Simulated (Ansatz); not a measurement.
## fcc against bcc along group 11 and 12

Level of theory: Ansatz 0.2.0, DFT, r2SCAN, plane waves (500 eV) with PAW, scalar-relativistic. The PAW files were generated under PBE, with cores re-solved for the functional.

Each structure is relaxed within its symmetry, in the lowest magnetic state of the tried starts. Differences under about 8 meV lie within the error of the k-point mesh. Some of these cells lie far above the measured volume under this functional.

```json
{"element": "Cu", "E(fcc) − E(bcc) (meV/atom)": "-34", "V(fcc) (Å³/atom)": "11.43", "V(bcc) (Å³/atom)": "11.48", "state of fcc": "spin not included", "state of bcc": "spin not included"}
{"element": "Ag", "E(fcc) − E(bcc) (meV/atom)": "-36", "V(fcc) (Å³/atom)": "17.28", "V(bcc) (Å³/atom)": "17.45", "state of fcc": "spin not included", "state of bcc": "spin not included"}
{"element": "Au", "E(fcc) − E(bcc) (meV/atom)": "-20", "V(fcc) (Å³/atom)": "17.52", "V(bcc) (Å³/atom)": "17.58", "state of fcc": "spin not included", "state of bcc": "spin not included"}
{"element": "Zn", "E(fcc) − E(bcc) (meV/atom)": "-68", "V(fcc) (Å³/atom)": "14.36", "V(bcc) (Å³/atom)": "14.43", "state of fcc": "spin not included", "state of bcc": "spin not included"}
{"element": "Cd", "E(fcc) − E(bcc) (meV/atom)": "-64", "V(fcc) (Å³/atom)": "21.76", "V(bcc) (Å³/atom)": "22.12", "state of fcc": "spin not included", "state of bcc": "spin not included"}
{"element": "Hg", "E(fcc) − E(bcc) (meV/atom)": "22", "V(fcc) (Å³/atom)": "26.75", "V(bcc) (Å³/atom)": "26.65", "state of fcc": "spin not included", "state of bcc": "spin not included"}
```
